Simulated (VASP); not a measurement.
# LiCl: Cl into a neighbouring Cl vacancy, part 4 of 5

Wanted: the minimum-energy path in LiCl for this move: Cl into a neighbouring Cl vacancy. The start is a cell from a database of measured crystal structures.

VASP 6.6.1; PBEsol; plane waves and PAW (Cl, Li).

So far. Step 3 (Relax the start): The run ended after 9 ionic steps, 0.809 eV below its first step, once the forces on the free atoms met EDIFFG = -0.05. Step 4 (Relax the end): The run ended after 9 ionic steps, 0.815 eV below its first step, once the forces on the free atoms met EDIFFG = -0.05.

The database entry behind the starting cell differs from later determinations by our own check (0.1 to 0.3 % short, probably kX units), so it need not match the best structure at ambient conditions.

### Step 5. Nudged elastic band

Images on a straight line between the ends relax across the path, while springs keep them spaced along it.

This cell carries charge +1, set by NELECT and balanced by a uniform background.

Contents of INCAR:

```
SYSTEM = Li27Cl26
PREC = Normal
ENCUT = 280
EDIFF = 1E-05
NELM = 120
ISMEAR = 0
SIGMA = 0.05
LREAL = Auto
ALGO = Fast
GGA = PS
NELECT = 208
LWAVE = .FALSE.
LCHARG = .FALSE.
NCORE = 2
IMAGES = 3
SPRING = -5
IBRION = 1
POTIM = 0.3
NSW = 50
EDIFFG = -0.05
ISYM = 0
ISIF = 0
```

Contents of POSCAR:

```
Li27Cl26
1.0
    0.0000000000      7.6154646735      7.6154646735
    7.6154646735      0.0000000000      7.6154646735
    7.6154646735      7.6154646735      0.0000000000
Cl Li
26 27
Direct
    0.1660544586      0.1664513687      0.4947823568
    0.1658425609      0.1664016764      0.8396062874
    0.1661709793      0.4934958931      0.1671609365
    0.1649082442      0.5002743238      0.5008037674
    0.1659056507      0.4942707079      0.8393630503
    0.1661652831      0.8389273080      0.1674654962
    0.1657844510      0.8397265346      0.4942814254
    0.1678085652      0.8324815990      0.8330891217
    0.4934842482      0.1664030318      0.1671437559
    0.5000139951      0.1654516729      0.5004058341
    0.4929911852      0.1663712908      0.8393551111
    0.5000516123      0.5001773841      0.1659874975
    0.4997526752      0.5004194376      0.5009141091
    0.5024624026      0.5027005607      0.8307305829
    0.4932726009      0.8394347092      0.1671566202
    0.5032146387      0.8297558529      0.5031073211
    0.5025676418      0.8296681391      0.8304834344
    0.8389306225      0.1663670634      0.1669208699
    0.8387462382      0.1662114148      0.4947390106
    0.8319237816      0.1672606284      0.8335647883
    0.8390528164      0.4935418240      0.1674168626
    0.8295882264      0.5027093307      0.5036162901
    0.8295885243      0.5030261911      0.8306286987
    0.8329263733      0.8326294941      0.1676392911
    0.8292448656      0.8298883192      0.5039636166
    0.8321996401      0.8329042728      0.8333007917
    0.9998191770      0.9993746159      0.9993478399
    0.9805094402      0.9826221062      0.3516612073
    0.9993897196      0.9990637001      0.6685719523
    0.9814929872      0.3508202219      0.9826985566
    0.9820166995      0.3506016101      0.3520214284
    0.9991823601      0.3322431187      0.6678162143
    0.9996875588      0.6670492681      0.9998904187
    0.9998388443      0.6667076311      0.3336546401
    0.9998182247      0.6667988733      0.6669107573
    0.3504709663      0.9816801622      0.9828275498
    0.3502040091      0.9826184015      0.3517310996
    0.3336522184      0.9996491178      0.6665922577
    0.3505653003      0.3509519229      0.9823775477
    0.3329971490      0.3334101685      0.3338413911
    0.3320983047      0.3339665401      0.6659446082
    0.3323967163      0.6664725930      0.0011335281
    0.3328395318      0.6659875880      0.3345362471
    0.3327519447      0.6673091948      0.6662313800
    0.6665241504      0.9996400599      0.9998068380
    0.6664989592      0.9996965493      0.3329195239
    0.6656371799      0.0002371734      0.6668376890
    0.6661061183      0.3326467472      0.0010583594
    0.6659699605      0.3329917380      0.3344398231
    0.6653688962      0.3328167603      0.6671067373
    0.6662131344      0.6669617067      0.0003946827
    0.6670164034      0.6665764022      0.3324293647
    0.6665988054      0.6651359450      0.6675100920
```

Contents of KPOINTS:

```
Automatic mesh
0
Gamma
2 2 2
0 0 0
```

Contents of 00/POSCAR:

```
Li27Cl26
1.0
    0.0000000000      7.6154646735      7.6154646735
    7.6154646735      0.0000000000      7.6154646735
    7.6154646735      7.6154646735      0.0000000000
Cl Li
26 27
Direct
    0.1660544586      0.1664513687      0.4947823568
    0.1658425609      0.1664016764      0.8396062874
    0.1661709793      0.4934958931      0.1671609365
    0.1649082442      0.5002743238      0.5008037674
    0.1659056507      0.4942707079      0.8393630503
    0.1661652831      0.8389273080      0.1674654962
    0.1657844510      0.8397265346      0.4942814254
    0.1678085652      0.8324815990      0.8330891217
    0.4934842482      0.1664030318      0.1671437559
    0.5000139951      0.1654516729      0.5004058341
    0.4929911852      0.1663712908      0.8393551111
    0.5000516123      0.5001773841      0.1659874975
    0.4997526752      0.5004194376      0.5009141091
    0.5024624026      0.5027005607      0.8307305829
    0.4932726009      0.8394347092      0.1671566202
    0.5032146387      0.8297558529      0.5031073211
    0.5025676418      0.8296681391      0.8304834344
    0.8389306225      0.1663670634      0.1669208699
    0.8387462382      0.1662114148      0.4947390106
    0.8319237816      0.1672606284      0.8335647883
    0.8390528164      0.4935418240      0.1674168626
    0.8295882264      0.5027093307      0.5036162901
    0.8295885243      0.5030261911      0.8306286987
    0.8329263733      0.8326294941      0.1676392911
    0.8292448656      0.8298883192      0.5039636166
    0.8321996401      0.8329042728      0.8333007917
    0.9998191770      0.9993746159      0.9993478399
    0.9805094402      0.9826221062      0.3516612073
    0.9993897196      0.9990637001      0.6685719523
    0.9814929872      0.3508202219      0.9826985566
    0.9820166995      0.3506016101      0.3520214284
    0.9991823601      0.3322431187      0.6678162143
    0.9996875588      0.6670492681      0.9998904187
    0.9998388443      0.6667076311      0.3336546401
    0.9998182247      0.6667988733      0.6669107573
    0.3504709663      0.9816801622      0.9828275498
    0.3502040091      0.9826184015      0.3517310996
    0.3336522184      0.9996491178      0.6665922577
    0.3505653003      0.3509519229      0.9823775477
    0.3329971490      0.3334101685      0.3338413911
    0.3320983047      0.3339665401      0.6659446082
    0.3323967163      0.6664725930      0.0011335281
    0.3328395318      0.6659875880      0.3345362471
    0.3327519447      0.6673091948      0.6662313800
    0.6665241504      0.9996400599      0.9998068380
    0.6664989592      0.9996965493      0.3329195239
    0.6656371799      0.0002371734      0.6668376890
    0.6661061183      0.3326467472      0.0010583594
    0.6659699605      0.3329917380      0.3344398231
    0.6653688962      0.3328167603      0.6671067373
    0.6662131344      0.6669617067      0.0003946827
    0.6670164034      0.6665764022      0.3324293647
    0.6665988054      0.6651359450      0.6675100920
```

Contents of 01/POSCAR:

```
Li27Cl26
1.0
    0.0000000000      7.6154646735      7.6154646735
    7.6154646735      0.0000000000      7.6154646735
    7.6154646735      7.6154646735      0.0000000000
Cl Li
26 27
Direct
    0.1660502035      0.1664788673      0.4143946553
    0.1658537349      0.1664086911      0.8365964187
    0.1660424853      0.4935928558      0.1687880405
    0.1652118622      0.4986735549      0.5007656465
    0.1656828369      0.4957291782      0.8379813367
    0.1663442919      0.8375118699      0.1672647468
    0.1659650588      0.8394021948      0.4957635178
    0.1674303182      0.8340394442      0.8317422922
    0.4932995752      0.1665100489      0.1688148690
    0.4982127824      0.1655478562      0.5006584936
    0.4946234260      0.1663102702      0.8382092080
    0.5007374676      0.5008141396      0.1655375893
    0.4999478623      0.5002357072      0.5002879746
    0.5017413093      0.5021176283      0.8316637946
    0.4956057060      0.8371818705      0.1662008431
    0.5007767664      0.8319543598      0.5024658154
    0.5025671203      0.8297858148      0.8321596042
    0.8372085895      0.1667266108      0.1668231024
    0.8389200267      0.1661027591      0.4961973025
    0.8337670819      0.1671233463      0.8319456142
    0.8367262562      0.4958579587      0.1663339728
    0.8319760866      0.5003860208      0.5027019996
    0.8294275943      0.5031282274      0.8321971912
    0.8326209893      0.8327402571      0.1674422054
    0.8299246587      0.8306830343      0.5033170137
    0.8314831418      0.8322525619      0.8341823438
    0.9995079706      0.9994246445      0.9998710914
    0.9852021012      0.9868793940      0.3470399805
    0.9952467667      0.9946397588      0.6725063532
    0.9861933394      0.3462724105      0.9868766486
    0.9818603171      0.3505070714      0.3431199040
    0.9948567374      0.3369950055      0.6718269486
    0.9996824452      0.6668762089      0.9999390224
    0.9995646746      0.6669401245      0.3336036344
    0.9994979292      0.6667429465      0.6668712358
    0.3458454871      0.9865556161      0.9871200007
    0.3501648165      0.9825945784      0.3429531181
    0.3376568076      0.9950694783      0.6711906091
    0.3458432119      0.3468860290      0.9869761276
    0.3373131088      0.3377709309      0.3297415617
    0.3325346314      0.3336650224      0.6663613844
    0.3324225468      0.6664608202      0.0011156893
    0.3328383758      0.6661258417      0.3342289845
    0.3329787238      0.6665119238      0.6663375455
    0.6663121632      1.0001794101      0.9999764254
    0.6664847907      0.9996371342      0.3331789843
    0.6657098124      0.0003679206      0.6670248146
    0.6660987075      0.3328902918      0.0007687117
    0.6661651178      0.3327744447      0.3341709487
    0.6655096005      0.3329925190      0.6671286073
    0.6661252908      0.6670006153      0.0003914742
    0.6669206239      0.6665217296      0.3323617542
    0.6663510136      0.6656496441      0.6672520140
```

Contents of 02/POSCAR:

```
Li27Cl26
1.0
    0.0000000000      7.6154646735      7.6154646735
    7.6154646735      0.0000000000      7.6154646735
    7.6154646735      7.6154646735      0.0000000000
Cl Li
26 27
Direct
    0.1660459483      0.1665063659      0.3340069538
    0.1658649089      0.1664157058      0.8335865500
    0.1659139912      0.4936898186      0.1704151444
    0.1655154801      0.4970727860      0.5007275256
    0.1654600232      0.4971876486      0.8365996230
    0.1665233006      0.8360964318      0.1670639974
    0.1661456666      0.8390778550      0.4972456103
    0.1670520712      0.8355972893      0.8303954627
    0.4931149022      0.1666170659      0.1704859822
    0.4964115696      0.1656440394      0.5009111531
    0.4962556667      0.1662492496      0.8370633048
    0.5014233230      0.5014508952      0.1650876811
    0.5001430494      0.5000519768      0.4996618400
    0.5010202160      0.5015346958      0.8325970062
    0.4979388110      0.8349290318      0.1652450660
    0.4983388942      0.8341528666      0.5018243097
    0.5025665988      0.8299034904      0.8338357741
    0.8354865566      0.1670861582      0.1667253350
    0.8390938152      0.1659941034      0.4976555944
    0.8356103823      0.1669860642      0.8303264401
    0.8343996960      0.4981740934      0.1652510831
    0.8343639467      0.4980627110      0.5017877092
    0.8292666644      0.5032302638      0.8337656836
    0.8323156054      0.8328510201      0.1672451196
    0.8306044518      0.8314777494      0.5026704108
    0.8307666435      0.8316008510      0.8350638960
    0.9991967643      0.9994746730      1.0003943428
    0.9898947623      0.9911366817      0.3424187536
    0.9911038138      0.9902158176      0.6764407542
    0.9908936916      0.3417245990      0.9910547406
    0.9817039348      0.3504125328      0.3342183796
    0.9905311146      0.3417468924      0.6758376828
    0.9996773316      0.6667031498      0.9999876260
    0.9992905050      0.6671726179      0.3335526286
    0.9991776337      0.6666870197      0.6668317144
    0.3412200078      0.9914310700      0.9914124516
    0.3501256240      0.9825707553      0.3341751366
    0.3416613968      0.9904898388      0.6757889606
    0.3411211235      0.3428201352      0.9915747076
    0.3416290687      0.3421316933      0.3256417323
    0.3329709582      0.3333635046      0.6667781607
    0.3324483772      0.6664490474      0.0010978506
    0.3328372198      0.6662640954      0.3339217219
    0.3332055030      0.6657146529      0.6664437110
    0.6661001760      1.0007187604      1.0001460128
    0.6664706223      0.9995777192      0.3334384446
    0.6657824448      0.0004986679      0.6672119402
    0.6660912967      0.3331338365      0.0004790640
    0.6663602752      0.3325571514      0.3339020742
    0.6656503048      0.3331682778      0.6671504774
    0.6660374473      0.6670395238      0.0003882656
    0.6668248444      0.6664670569      0.3322941438
    0.6661032219      0.6661633432      0.6669939360
```

Contents of 03/POSCAR:

```
Li27Cl26
1.0
    0.0000000000      7.6154646735      7.6154646735
    7.6154646735      0.0000000000      7.6154646735
    7.6154646735      7.6154646735      0.0000000000
Cl Li
26 27
Direct
    0.1660416932      0.1665338645      0.2536192524
    0.1658760829      0.1664227205      0.8305766814
    0.1657854972      0.4937867813      0.1720422484
    0.1658190980      0.4954720171      0.5006894048
    0.1652372094      0.4986461189      0.8352179094
    0.1667023094      0.8346809937      0.1668632481
    0.1663262744      0.8387535151      0.4987277028
    0.1666738242      0.8371551344      0.8290486331
    0.4929302291      0.1667240830      0.1721570953
    0.4946103569      0.1657402227      0.5011638126
    0.4978879074      0.1661882291      0.8359174016
    0.5021091783      0.5020876507      0.1646377729
    0.5003382364      0.4998682464      0.4990357054
    0.5002991226      0.5009517634      0.8335302179
    0.5002719160      0.8326761930      0.1642892889
    0.4959010219      0.8363513735      0.5011828041
    0.5025660773      0.8300211660      0.8355119440
    0.8337645236      0.1674457056      0.1666275676
    0.8392676038      0.1658854476      0.4991138863
    0.8374536826      0.1668487820      0.8287072660
    0.8320731357      0.5004902281      0.1641681934
    0.8367518068      0.4957394011      0.5008734188
    0.8291057344      0.5033323002      0.8353341761
    0.8320102214      0.8329617831      0.1670480338
    0.8312842448      0.8322724644      0.5020238079
    0.8300501451      0.8309491401      0.8359454482
    0.9988855580      0.9995247016      1.0009175943
    0.9945874234      0.9953939694      0.3377975268
    0.9869608608      0.9857918764      0.6803751552
    0.9955940437      0.3371767876      0.9952328326
    0.9815475524      0.3503179941      0.3253168553
    0.9862054918      0.3464987792      0.6798484170
    0.9996722181      0.6665300906      1.0000362297
    0.9990163353      0.6674051114      0.3335016229
    0.9988573382      0.6666310929      0.6667921929
    0.3365945286      0.9963065238      0.9957049025
    0.3500864314      0.9825469322      0.3253971552
    0.3456659860      0.9859101992      0.6803873120
    0.3363990351      0.3387542414      0.9961732876
    0.3459450286      0.3464924557      0.3215419028
    0.3334072850      0.3330619869      0.6671949370
    0.3324742076      0.6664372745      0.0010800119
    0.3328360637      0.6664023491      0.3336144593
    0.3334322821      0.6649173820      0.6665498766
    0.6658881887      1.0012581106      1.0003156001
    0.6664564538      0.9995183042      0.3336979049
    0.6658550772      0.0006294152      0.6673990659
    0.6660838859      0.3333773812      0.0001894163
    0.6665554326      0.3323398582      0.3336331998
    0.6657910091      0.3333440366      0.6671723474
    0.6659496038      0.6670784324      0.0003850571
    0.6667290648      0.6664123842      0.3322265333
    0.6658554302      0.6666770424      0.6667358581
```

Contents of 04/POSCAR:

```
Li27Cl26
1.0
    0.0000000000      7.6154646735      7.6154646735
    7.6154646735      0.0000000000      7.6154646735
    7.6154646735      7.6154646735      0.0000000000
Cl Li
26 27
Direct
    0.1660374380      0.1665613631      0.1732315509
    0.1658872569      0.1664297352      0.8275668127
    0.1656570032      0.4938837440      0.1736693524
    0.1661227160      0.4938712482      0.5006512839
    0.1650143956      0.5001045892      0.8338361958
    0.1668813182      0.8332655556      0.1666624987
    0.1665068822      0.8384291753      0.5002097952
    0.1662955772      0.8387129796      0.8277018036
    0.4927455561      0.1668311001      0.1738282084
    0.4928091442      0.1658364059      0.5014164721
    0.4995201482      0.1661272085      0.8347714985
    0.5027950336      0.5027244062      0.1641878647
    0.5005334235      0.4996845160      0.4984095709
    0.4995780293      0.5003688310      0.8344634296
    0.5026050211      0.8304233543      0.1633335118
    0.4934631496      0.8385498804      0.5005412984
    0.5025655558      0.8301388417      0.8371881138
    0.8320424906      0.1678052530      0.1665298001
    0.8394413923      0.1657767919      0.5005721782
    0.8392969829      0.1667114999      0.8270880919
    0.8297465755      0.5028063628      0.1630853036
    0.8391396670      0.4934160912      0.4999591283
    0.8289448044      0.5034343365      0.8369026686
    0.8317048375      0.8330725461      0.1668509481
    0.8319640379      0.8330671795      0.5013772050
    0.8293336468      0.8302974292      0.8368270003
    0.9985743516      0.9995747302      1.0014408458
    0.9992800844      0.9996512572      0.3331763000
    0.9828179079      0.9813679351      0.6843095561
    1.0002943959      0.3326289762      0.9994109246
    0.9813911700      0.3502234554      0.3164153309
    0.9818798691      0.3512506660      0.6838591513
    0.9996671045      0.6663570314      1.0000848334
    0.9987421656      0.6676376048      0.3334506172
    0.9985370427      0.6665751661      0.6667526714
    0.3319690494      1.0011819777      0.9999973534
    0.3500472388      0.9825231091      0.3166191737
    0.3496705752      0.9813305597      0.6849856635
    0.3316769467      0.3346883475      1.0007718675
    0.3502609884      0.3508532181      0.3174420734
    0.3338436117      0.3327604692      0.6676117132
    0.3325000381      0.6664255017      0.0010621731
    0.3328349077      0.6665406028      0.3333071967
    0.3336590612      0.6641201110      0.6666560421
    0.6656762015      1.0017974608      1.0004851875
    0.6664422853      0.9994588891      0.3339573653
    0.6659277097      0.0007601624      0.6675861915
    0.6660764751      0.3336209258     -0.0001002314
    0.6667505899      0.3321225649      0.3333643254
    0.6659317134      0.3335197953      0.6671942174
    0.6658617602      0.6671173410      0.0003818486
    0.6666332853      0.6663577116      0.3321589228
    0.6656076384      0.6671907415      0.6664777801
```

Potentials, in the order of the species: Cl and Li (PBE family, release 64).

Run with:

```bash
> mpirun -np 6 vasp_std
```

The log of the run:

```text
[banner, memory and clock lines left out]
running    6 mpi-ranks, on    1 nodes
 each image running on    2 cores
[...]
01/POSCAR found :  2 types and      53 ions
 [... a notice as in an earlier step ...]

 LDA part: xc-table for (Slater+PW92), standard interpolation
[...]
00/POSCAR found :  2 types and      53 ions
[...]
04/POSCAR found :  2 types and      53 ions
 POSCAR, INCAR and KPOINTS ok, starting setup
[...]
entering main loop
       N       E                     dE             d eps       ncg     rms          rms(c)
DAV:   1     0.988275627612E+03    0.98828E+03   -0.61455E+04  2136   0.819E+02
DAV:   2    -0.106752460738E+03   -0.10950E+04   -0.10667E+04  2688   0.196E+02
DAV:   3    -0.203291592197E+03   -0.96539E+02   -0.96228E+02  2520   0.689E+01
DAV:   4    -0.204965829803E+03   -0.16742E+01   -0.16711E+01  2496   0.107E+01
BRMIX: very serious problems
 the old and the new charge density differ
 old charge density:   209.00000 new  207.99998
DAV:   5    -0.205006271787E+03   -0.40442E-01   -0.40415E-01  2472   0.160E+00BRMIX: very serious problems
 the old and the new charge density differ
 old charge density:   209.00000 new  207.99998
    0.122E+01
BRMIX: very serious problems
 the old and the new charge density differ
 old charge density:   209.00000 new  207.99998
RMM:   6    -0.203720489699E+03    0.12858E+01   -0.27363E+00  2096   0.308E+00    0.833E+00
RMM:   7    -0.203687677186E+03    0.32813E-01   -0.31445E+00  2096   0.316E+00    0.339E+00
RMM:   8    -0.203672514067E+03    0.15163E-01   -0.49829E-01  2096   0.138E+00    0.109E+00
RMM:   9    -0.203661108319E+03    0.11406E-01   -0.39075E-02  2096   0.460E-01    0.440E-01
RMM:  10    -0.203665950132E+03   -0.48418E-02   -0.35373E-02  2096   0.345E-01    0.456E-01
RMM:  11    -0.203666996347E+03   -0.10462E-02   -0.79432E-03  2096   0.177E-01    0.165E-01
RMM:  12    -0.203667257631E+03   -0.26128E-03   -0.15356E-03  2141   0.780E-02    0.118E-01
RMM:  13    -0.203667253070E+03    0.45607E-05   -0.61640E-04  2096   0.481E-02    0.194E-02
RMM:  14    -0.203667257588E+03   -0.45178E-05   -0.95712E-05  1887   0.226E-02
   1 F= -.20366726E+03 E0= -.20366726E+03  d E =-.203667E+03
[... from here on, the cycles between the ionic steps are left out ...]
   2 F= -.20373156E+03 E0= -.20373156E+03  d E =-.642979E-01
   3 F= -.20389190E+03 E0= -.20389190E+03  d E =-.160340E+00
   4 F= -.20393569E+03 E0= -.20393569E+03  d E =-.437916E-01
   5 F= -.20395958E+03 E0= -.20395958E+03  d E =-.238907E-01
   6 F= -.20397276E+03 E0= -.20397276E+03  d E =-.131814E-01
   7 F= -.20398492E+03 E0= -.20398492E+03  d E =-.121635E-01
   8 F= -.20399237E+03 E0= -.20399237E+03  d E =-.744455E-02
   9 F= -.20400431E+03 E0= -.20400431E+03  d E =-.119456E-01
  10 F= -.20400987E+03 E0= -.20400987E+03  d E =-.555252E-02
  11 F= -.20402173E+03 E0= -.20402173E+03  d E =-.118655E-01
  12 F= -.20402269E+03 E0= -.20402269E+03  d E =-.963044E-03
  13 F= -.20402502E+03 E0= -.20402502E+03  d E =-.232771E-02
  14 F= -.20402916E+03 E0= -.20402916E+03  d E =-.413869E-02
  15 F= -.20402968E+03 E0= -.20402968E+03  d E =-.523316E-03
  16 F= -.20403076E+03 E0= -.20403076E+03  d E =-.107994E-02
  17 F= -.20403447E+03 E0= -.20403447E+03  d E =-.371050E-02
 BRION: g(F)=  0.124E-02 g(S)=  0.000E+00
 BRIONS problems: POTIM should be increased
 retain N=  1 mean eig=10.23
 eig:  10.233
 reached required accuracy - stopping structural energy minimisation
```

Run time: 37 min. Hardware: 6 MPI ranks of AMD EPYC 7R43, shared host; peak memory 1.6 GiB.

[end of part 4 of 5]

[Lines on the potential files, build, host, timing and source positions are cut from VASP's logs without a mark.]

[Logs are printed without paths, hosts, clocks, repeated set-up lines and the standing remarks that a program may print on its own settings, such as how far it seeks lower states.]

[Hosts, paths, dates, database ids (printed as entryN), source tags and the programs' standing remarks are cut or masked in the printed files.]

[Runs that stopped without an error message from VASP are left out.]
